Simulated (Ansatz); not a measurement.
**SnSe (zincblende) under strain**

SnSe in the zincblende structure, relaxed with r2SCAN in Ansatz. The symmetry is F-43m (No. 216, cubic); conventional cell a = 6.728 Å, 38.07 Å³ an atom. Sn has 4 Se at 2.91 Å; Se has 4 Sn at 2.91 Å.

The axes x, y and z are those of this cell:
```xyz
2
Lattice="0.0000 3.3640 3.3640 3.3640 0.0000 3.3640 3.3640 3.3640 0.0000" Properties=species:S:1:pos:R:3 pbc="T T T"
Sn    0.0000    0.0000    0.0000
Se    1.6820    1.6820    1.6820
```

Unstrained: The HSE06 gap is indirect, 0.304 eV (W to X), below the direct gap of 1.043 eV at X. Meshes: HSE06 4×4×4. Strains are changes of length per length, and xy shears are angles. After each strain the atoms were relaxed again with r2SCAN within the symmetry that the strain leaves, so tilts or polar shifts that break it weren't tested; points keep the names that they have in the unstrained zone. All values are calculated for a non-magnetic cell, which may be hypothetical.

Changes of the least gap in eV (an overlap counts as a negative gap):
```json
{"strain": "xy shear, engineering strain (angle) +4.73 %", "volume change (%)": "-0.1", "space group": "Imm2", "HSE06": "-0.010"}
```

Xy shear, engineering strain (angle) +4.73 %. HSE06: the gap goes from 0.304 to 0.294 eV (-0.010 eV); the edges go from W → X to (1/4, 0.469, -0.281) → X.

No spin-orbit coupling is included; it can move band edges with weight on the heavy atoms by tenths of an eV.

The meshes of the hybrids are coarse, so their gaps aren't converged to the digits shown.
